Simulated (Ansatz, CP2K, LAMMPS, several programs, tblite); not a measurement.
Energy against volume for zincblende HgS, at fixed shape and fractional coordinates, computed by several methods (PBE and r2SCAN, where shown, with plane waves in Ansatz); the cell shown is that of r2SCAN. Space group F-43m (No. 216), cubic; a = 5.930 Å in the conventional setting, 26.07 Å³ an atom. Hg has 4 S at 2.57 Å; S has 4 Hg at 2.57 Å. Calculated for a static, non-magnetic cell. Energies count from each curve's lowest point; fits are third-order Birch-Murnaghan.

```
Hg S
1.0
     0.00000    2.96519    2.96519
     2.96519    0.00000    2.96519
     2.96519    2.96519    0.00000
Hg S
1 1
Direct
  0.00000 0.00000 0.00000
  0.25000 0.25000 0.25000
```

CdTeZnSeHgS0.sw (LAMMPS), on the shape of its own relaxed cell:

| V (Å³/atom) | E (meV/atom) |
| --- | --- |
| 23.620 | 21.09 |
| 24.374 | 5.05 |
| 25.128 | 0.00 |
| 25.882 | 4.64 |
| 26.636 | 17.84 |

V₀ = 25.13 Å³ an atom and B₀ = 69 GPa.

r2SCAN, on the shape of its own relaxed cell:

| V (Å³/atom) | E (meV/atom) |
| --- | --- |
| 24.507 | 19.07 |
| 25.289 | 4.42 |
| 26.071 | 0.00 |
| 26.853 | 4.13 |
| 27.635 | 15.46 |

V₀ = 26.06 Å³ an atom and B₀ = 58 GPa.

Q: PBE/SZV (CP2K), on the shape of the cell shown, gives
```tsv
V (Å³/atom)	E (meV/atom)
22.942	142.95
24.507	38.69
26.071	0.00
27.635	8.25
29.199	50.09
```
What equilibrium volume and bulk modulus follow?

A: V₀ = 26.52 Å³ an atom and B₀ = 73 GPa.

PBE, on the shape of its own relaxed cell:

| V (Å³/atom) | E (meV/atom) |
| --- | --- |
| 25.274 | 17.54 |
| 26.080 | 4.21 |
| 26.887 | 0.00 |
| 27.694 | 3.43 |
| 28.500 | 13.24 |

V₀ = 26.90 Å³ an atom and B₀ = 50 GPa.

GFN2-xTB (tblite), on the shape of the cell shown, as a cluster of 64 atoms at the zone centre:
```csv
V (Å³/atom),E (meV/atom)
22.942,299.53
24.507,184.01
26.071,99.80
27.635,40.53
29.199,0.00
```
The lowest point is an end point, so the minimum isn't bracketed.
